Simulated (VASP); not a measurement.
Runs of VASP 6.6.1 on KCl. All rows change the cell; the cell of one of them follows. Symmetry: R3m, No. 160, trigonal system. Conventional cell: a = 4.960 Å, b = 4.960 Å, c = 11.880 Å, α = 90.00°, β = 90.00°, γ = 120.00°. Around K (site symmetry 3m) lie 4 Cl at 3.01 to 3.02 Å. Cl (site symmetry 3m) is surrounded by 4 K at 3.01 to 3.02 Å. The cell was built by a generator and needn't be a form met in nature.

```tsv
level	cell	k mesh	smearing	exchange at q = 0	grid for exact exchange (PRECFOCK)	screening parameter	gap on the mesh (eV)	pressure (GPa)
PBE	shear_111 strain -2.2%	6 × 6 × 6	fermi-dirac 0.02 eV	-	-	-	4.81	0.6
r2SCAN	biaxial_xy strain +1.5%	6 × 6 × 6	gaussian 0.01 eV	-	-	-	5.30	-0.4
HSE06	shear_xy strain -1.6%	4 × 4 × 4	gaussian 0.01 eV	truncated	Normal	0.2079 1/A	6.01	0.2
HSE06	biaxial_xy strain +1.5%	4 × 4 × 4	gaussian 0.01 eV	truncated	Normal	0.2079 1/A	(a)	(b)
```

Alike in all rows: task single point; potentials or basis VASP PAW PBE potentials, release 64 (K_sv, Cl); no spin polarisation; cutoff (eV) 520.

Task: Fill in the values left out.

Result: (a) 5.95; (b) -0.2.

Caveats: the PAW data sets were made with another functional, which shifts forces and pressure a little (some runs).

A k mesh can miss the band edges.
